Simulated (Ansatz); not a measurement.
## Ba: the change of pressure with volume per atom

All results are calculated (Ansatz 0.2.0). Periodic Kohn-Sham DFT of a crystal at fixed atoms; pressure and stress are positive in compression; the energy is the free energy less that of spherical unpolarised free atoms; site moments are those in the method's own spheres, positive along +z.

Cell of the first row (space group Cmcm, No. 63):
```
cell vectors (Å)
   3.5191    -2.4660     0.0000
   3.5191     2.4660     0.0000
   0.0000     0.0000     7.0445
atoms (fractions of the cell vectors)
Ba  0.74677  0.25323  0.25000
Ba  0.25323  0.74677  0.75000
```

Settings of every row: method frozen-core PAW; functional PBEsol; relativity scalar; k mesh 9x9x5; filling fermi-dirac; smearing width 0.03 eV; wave cutoff 420 eV; paw set soft_2.

Atom start moment: 0 on all atoms.

Limits: PAW files made with PBE; no spin-orbit coupling on heavy atoms.

| row | volume per atom (Å³) | pressure (GPa) |
| --- | --- | --- |
| 1 | 61.132 | -0.407 |
| 2 | 63.049 | ? |
| 3 | 64.999 | -0.864 |
| 4 | 66.949 | -1.059 |
| 5 | 68.899 | -1.23 |

Question: what pressure should row 2 give?

Worked fit of pressure. Take u = (V_r/V)^(2/3) − 1 with V_r = 65.974 Å³ an atom, which is twice the finite (Eulerian) strain; such expansions in the strain, on which the Birch-Murnaghan equation of state is built, carry the rest volume and the bulk modulus. The shown rows have u = 0.05213, 0.00998, -0.00973, -0.02851. Least squares give pressure = −0.9642 + 9.814 × u + 16.83 × u² GPa; a straight line predicts inner rows, each left out in turn, worse (root mean square 0.017 against 0.0018 GPa). The rows lie off it by 0.000, 0.001, -0.001, 0.000. The withheld row has u = 0.03069, so the fit gives −0.9642 + 9.814 × (0.03069) + 16.83 × (0.03069)² = -0.647 GPa.

The calculation gave -0.646 GPa. The fit lies 0.001 GPa (0.12 % of the column's range) below it, one unit of the last digit.
